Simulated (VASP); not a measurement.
Wanted: the native input for a VASP 6.6.1 run.

```yaml
Task: single point
Functional: LDA
Potentials_or_basis: VASP PAW LDA potentials, release 64 (Ga_d, As)
Cutoff: 520 eV
k_mesh: 8 × 8 × 8
Occupations: gaussian, width 0.02 eV
Spin: non-collinear spin, zero start, spin-orbit coupling
Starting_moments: "[[0.0, 0.0, 0.0], [0.0, 0.0, 0.0]] μB"
Further_INCAR_settings: ALGO = Fast; EDIFF = 1e-07; NBANDS = 30
```

The structure of GaAs lies in POSCAR:

```
GaAs
1.0
    0.0000000000      2.8406325000      2.8406325000
    2.8406325000      0.0000000000      2.8406325000
    2.8406325000      2.8406325000      0.0000000000
Ga As
1 1
Direct
    0.0000000000      0.0000000000      0.0000000000
    0.2500000000      0.2500000000      0.2500000000
```

The cell was built by a generator and isn't the measured one.

These files were run (other wordings do the same):

INCAR

```
SYSTEM = GaAs
PREC = Accurate ; ENCUT = 520
EDIFF = 1E-7 ; ISMEAR = 0
SIGMA = 0.02 ; LREAL = .FALSE.
LASPH = .TRUE. ; NELM = 60
ALGO = Fast ; ISIF = 2
LWAVE = .FALSE. ; LCHARG = .TRUE.
MAGMOM = 0 0 0 0 0 0 ; LORBIT = 11
LSORBIT = .TRUE. ; GGA_COMPAT = .FALSE.
LVHAR = .TRUE. ; NBANDS = 30
```

KPOINTS

```
regular mesh
0
G
  8 8 8
  0 0 0
```

Potentials or basis: VASP PAW LDA potentials, release 64 (Ga_d, As).

Run with:

```console
$ cat potpaw_LDA.64/Ga_d/POTCAR potpaw_LDA.64/As/POTCAR > POTCAR
$ mpirun -np 1 vasp_ncl > vasp.out
```

It gave:

```yaml
Pressure: -2.6 GPa
Net_moment: 0.00 μB per cell
Valence_electrons_inside_the_program's_atomic_spheres: Ga 11.68; As 2.83
```

Run time: 4.6 min on 1 thread of AMD EPYC 7571, with other jobs on the host, peak memory 0.25 GiB.
